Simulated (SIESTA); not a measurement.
The system is KF (Carobbiite).

```
CELL_PARAMETERS angstrom
0.00000 2.67185 2.67185
2.67185 0.00000 2.67185
2.67185 2.67185 0.00000
ATOMIC_POSITIONS crystal
K 0.00000 0.00000 0.00000
F 0.50000 0.50000 0.50000
```

Base run:

```yaml
Program: SIESTA 5.4.2
Functional: PBE
Potentials_or_basis: PseudoDojo 0.4 standard (PBE files)
Basis: DZP (energy shift 0.003 Ry; two zetas on semicore shells; d shell added on K)
Grid_cutoff: 800 Ry
Energy_shift: 0.003 Ry
k_mesh: 9 × 9 × 9
Occupations: fermi-dirac, width 0.05 eV
Spin: no spin polarisation
```

Its results: band gap on the k mesh 6.16 eV, direct; pressure 0.9 GPa.

Q: The run is repeated on the same cell with these changes: functional from PBE to LDA; potentials or basis from PseudoDojo 0.4 standard (PBE files) to PseudoDojo 0.4 standard (LDA files). What comes out?

A: Band gap on the k mesh 5.78 eV, direct; pressure -4.2 GPa.

Caveats: the basis of atomic orbitals isn't converged, which shifts pressures, moduli and gaps; the basis holds too few empty states to meet the f-sum rule, so the spectrum is short of weight at high energy (some runs); an odd mesh through Γ misses points on the zone boundary, where band edges often lie (some runs).
